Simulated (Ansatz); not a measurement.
## Te2Mo: pressure against volume

Reference cell: an entry of the Crystallography Open Database (COD), its atoms then relaxed with PBE in this cell.

Space group P2_1/m (No. 11); a = 6.3300, b = 3.4690, c = 13.8600 Å, β = 93.92°.

| site | Wyckoff | site symmetry | x | y | z |
| --- | --- | --- | --- | --- | --- |
| Te1 | 2e | m | 0.5571 | 0.7500 | 0.3504 |
| Te3 | 2e | m | 0.5877 | 0.2500 | 0.1042 |
| Te5 | 2e | m | 0.0968 | 0.7500 | 0.1500 |
| Te7 | 2e | m | 0.0548 | 0.2500 | 0.3955 |
| Mo9 | 2e | m | 0.3207 | 0.7500 | 0.5067 |
| Mo11 | 2e | m | 0.1814 | 0.2500 | 0.0077 |

One atom of each set is listed.

Method: Kohn–Sham DFT in Ansatz, PBE, plane waves and PAW, scalar-relativistic, 420 eV cutoff, Γ-centred 7×13×4 k-points, Fermi–Dirac smearing 0.05 eV.

The cell is scaled uniformly, and the ions relax again at each size.

```
V/V₀  pressure (GPa)
0.94               ?
0.96             4.7
0.98             3.3
1.00             2.1
1.02             1.1
1.04             0.1
1.06            -0.6
```

Task: Estimate the row at V/V₀ = 0.94, the equilibrium volume and the bulk modulus.

Result: pressure (GPa): 6.2. Worked: a parabola in ln(V/V₀) through the other 6 rows gives 6.2 GPa there. It crosses zero pressure at V/V₀ = 1.043, the equilibrium volume of this functional, where the bulk modulus is B = −dP/d ln V = 43 GPa. The shape of the cell is held, so in this non-cubic crystal both values are those of uniform scaling, and B is an upper bound to the hydrostatic one. No dispersion correction is included, which matters between the layers of this solid.
